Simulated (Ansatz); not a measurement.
Input and command of a calculation in Ansatz (plane waves; scalar-relativistic PAW potentials unless the input names others):

```yaml
crystal:
  lattice:
    - [2.8799338846, 0.0, 0.0]
    - [-1.4399669423, 2.4940959053, 0.0]
    - [0.0, 0.0, 29.1087370207]
  atoms:
    - { symbol: V, position: [0.6666666667, 0.3333333333, 0.2576546002] }
    - { symbol: "N", position: [0.0, 0.0, 0.2980455002] }
    - { symbol: V, position: [0.3333333333, 0.6666666667, 0.3384364001] }
    - { symbol: "N", position: [0.6666666667, 0.3333333333, 0.3788273001] }
    - { symbol: V, position: [0.0, 0.0, 0.4192182001] }
    - { symbol: "N", position: [0.3333333333, 0.6666666667, 0.4596091] }
    - { symbol: V, position: [0.6666666667, 0.3333333333, 0.5] }
    - { symbol: "N", position: [0.0, 0.0, 0.5403909] }
    - { symbol: V, position: [0.3333333333, 0.6666666667, 0.5807817999] }
    - { symbol: "N", position: [0.6666666667, 0.3333333333, 0.6211726999] }
    - { symbol: V, position: [0.0, 0.0, 0.6615635999] }
    - { symbol: "N", position: [0.3333333333, 0.6666666667, 0.7019544998] }
    - { symbol: V, position: [0.6666666667, 0.3333333333, 0.7423453998] }
basis:
  ecutwfc: 420
  ecutrho_ratio: 9
kpoints:
  mp_grid: { grid: [12, 12, 1] }
hamiltonian:
  xc: pbesol
scf:
  occupations: { method: gaussian, width: 0.1 }
output:
  forces: true
  eigenvalues: true
  stress: true
efield:
  axis: 3
  dipole_correction: true
  ramp_width: 0.04
```

```bash
ansatz run input.yaml --threads 1 --pin off --max-ram 2560MiB --backend cpu --events-out ev --progress --plain --runs-dir out
```

Abridged log:
```
Pseudopotentials: kind: paw
Pseudopotential: V, paw, valence charge 13, recommended cutoff 420 eV (normal)
Pseudopotential: N, paw, valence charge 5, recommended cutoff 420 eV (normal)
Functional definition: PBEsol
Crystal: 13 atoms, lattice volume = 209.083 Å³
Basis set: ecut = 420 eV, 4093 PW (Γ), exchange–correlation on 60×60×600 points (8 copies of the dense FFT grid, shifted against one another)
Bands: 74, of which v1, the nominal top of the filled ones, is band 61 counted from 1 (60 counted from 0)
Symmetry: 6 space group operations
k-points: 19 of 144 (time reversal used)
Initial density: superposition of atomic densities (neutral atoms: chi_scale 0, normalization atom), corrected by the library's trained network
Initial wavefunctions: pseudopotential atomic-orbital guess
Functional: x = pbesol(κ = 0.804, μ = 0.12345679), c = pbesol(β = 0.046)
SCF iter   1: F=—  HF=-22479.707087 eV  |F-HF|=—  |Δ(HF+E_count)|=         —  Δρ=1.26e-2  dr2=5.52e-1  ethr=1.77e-3  p=0.000 e·Å  D=5.58e-13 V/Å  ΔV_dip= 0.00 eV  dr2_dipole=7.48e-6  V_vac-E_F(+/−)=5.00/5.00 eV  ⟨swp⟩=7.5  Hψ=6944  notcnv=0
efield: sawtooth ramp at fractional position 0.9800 (placed from the atoms, in the widest stretch of the axis that holds none; the zero of the levels goes with the place), width 0.0400; the density the first Hamiltonian is built on has a dipole p = 0.000 e·Å; the dipole correction subtracts the counter field D = 5.58e-13 V/Å, which shifts the + side's vacuum level by  0.00 eV against the − side's; the planar-averaged density in the ramp window peaks in size at 1.1e-4 e/Å³
SCF iter   2: F=—  HF=-22479.674561 eV  |F-HF|=—  |Δ(HF+E_count)|=   3.25e-2  Δρ=7.80e-3  dr2=9.55e-2  ethr=4.56e-4  p=0.000 e·Å  D=2.17e-6 V/Å  ΔV_dip= 0.00 eV  dr2_dipole=1.12e-5  V_vac-E_F(+/−)=4.98/4.98 eV  ⟨swp⟩=2.2  Hψ=2475  notcnv=0  defer=80
SCF iter   3: F=—  HF=-22479.645579 eV  |F-HF|=—  |Δ(HF+E_count)|=   2.90e-2  Δρ=1.36e-3  dr2=5.12e-3  ethr=7.89e-5  p= 0.000 e·Å  D=-5.09e-6 V/Å  ΔV_dip=0.00 eV  dr2_dipole=7.76e-7  V_vac-E_F(+/−)=4.97/4.97 eV  ⟨swp⟩=3.3  Hψ=3099  notcnv=0  defer=80
SCF iter   4: F=—  HF=-22479.645007 eV  |F-HF|=—  |Δ(HF+E_count)|=   5.72e-4  Δρ=3.81e-4  dr2=4.93e-4  ethr=4.23e-6  p= 0.000 e·Å  D=-2.65e-7 V/Å  ΔV_dip=0.00 eV  dr2_dipole=1.42e-8  V_vac-E_F(+/−)=4.98/4.98 eV  ⟨swp⟩=2.2  Hψ=2205  notcnv=0  defer=80
SCF iter   5: F=—  HF=-22479.644980 eV  |F-HF|=—  |Δ(HF+E_count)|=   2.69e-5  Δρ=6.99e-5  dr2=1.41e-5  ethr=4.07e-7  p= 0.000 e·Å  D=-2.53e-7 V/Å  ΔV_dip=0.00 eV  dr2_dipole=4.02e-9  V_vac-E_F(+/−)=4.98/4.98 eV  ⟨swp⟩=2.7  Hψ=1914  notcnv=0  defer=80
SCF iter   6: F=—  HF=-22479.644913 eV  |F-HF|=—  |Δ(HF+E_count)|=   6.78e-5  Δρ=3.49e-5  dr2=4.68e-6  ethr=1.17e-8  p=0.000 e·Å  D=2.13e-7 V/Å  ΔV_dip= 0.00 eV  dr2_dipole=1.78e-12  V_vac-E_F(+/−)=4.99/4.99 eV  ⟨swp⟩=2.9  Hψ=2396  notcnv=0  defer=80
SCF iter   7: F=—  HF=-22479.644913 eV  |F-HF|=—  |Δ(HF+E_count)|=   5.91e-7  Δρ=6.79e-6  dr2=4.33e-7  ethr=3.86e-9  p=0.000 e·Å  D=1.41e-7 V/Å  ΔV_dip= 0.00 eV  dr2_dipole=9.27e-12  V_vac-E_F(+/−)=4.99/4.99 eV  ⟨swp⟩=2.3  Hψ=1597  notcnv=0  defer=80
SCF iter   8: F=-22479.644913 eV  HF=-22479.644913 eV  |F-HF|=5.73e-8  |Δ(HF+E_count)|=   8.84e-8  Δρ=5.12e-6  dr2=7.04e-8  ethr=8.26e-11  p=0.000 e·Å  D=6.12e-8 V/Å  ΔV_dip= 0.00 eV  dr2_dipole=1.30e-13  V_vac-E_F(+/−)=4.99/4.99 eV  ⟨swp⟩=13.7  Hψ=6614  notcnv=0
SCF 1 converged in 8 iterations: F = -22479.644913 eV  dr2 = 7.04e-8
SCF converged after 8 iterations
Free energy (F): -22479.644913 eV
Harris-Foulkes:  -22479.644913 eV  (|F-HF|=5.73e-8)
Internal energy: -22479.596108 eV  (E = F + TS)
E sigma→0 (E₀):  -22479.620510 eV
Entropy (-TS):   -0.048806 eV (-3.754 meV/atom)
Fermi energy:    8.198350 eV
Dipole field:    D = 0.000001 V/Å  (p = 0.000001 e·Å, saw-weighted, corrected)
Work function:   Φ+ = 4.9882 eV   Φ− = 4.9882 eV
Levels:          The Fermi level and band energies are counted from a zero that moves with the ramp; work functions are not
--- Forces (eV/Å), atoms counted from 1 ---
  atom   1  V      0.00000000     0.00000000     1.92940073
  atom   2  N      0.00000000     0.00000000    -1.75451086
  atom   3  V      0.00000000     0.00000000    -0.11990927
  atom   4  N      0.00000000     0.00000000    -0.23958941
  atom   5  V      0.00000000     0.00000000     0.17466961
  atom   6  N      0.00000000     0.00000000    -0.01617065
  atom   7  V      0.00000000     0.00000000    -0.00000002
  atom   8  N      0.00000000     0.00000000     0.01617021
  atom   9  V      0.00000000     0.00000000    -0.17466954
  atom  10  N      0.00000000     0.00000000     0.23958938
  atom  11  V      0.00000000     0.00000000     0.11990896
  atom  12  N      0.00000000     0.00000000     1.75450997
  atom  13  V      0.00000000     0.00000000    -1.92939978
--- Stress (GPa, compression-positive) ---
       -4.166844       0.000000       0.000000
        0.000000      -4.166844       0.000000
        0.000000       0.000000      -3.491311
  P = ⅓ Tr σ = -3.9417 GPa (-39.417 kbar)
```

Apart from outputs and empty bands, the input differs from a reference run on usual settings in basis.ecutrho_ratio: not typed → 9. The reference, at the same geometry (not necessarily relaxed), gave pressure -3.94 GPa (averaged over a cell that holds vacuum), largest force 1.929 eV/Å, no gap on the mesh. This run converged in 8 SCF iterations (reference: 8) with an energy at zero smearing within 0.01 meV/atom of the reference's, pressure -3.94 GPa (averaged over a cell that holds vacuum), largest force 1.929 eV/Å, no gap on the mesh.

It took 30 s on 1 thread of Intel(R) Xeon(R) Platinum 8175M CPU @ 2.50GHz (Skylake/Cascade Lake), on a shared host, peak memory 0.71 GiB.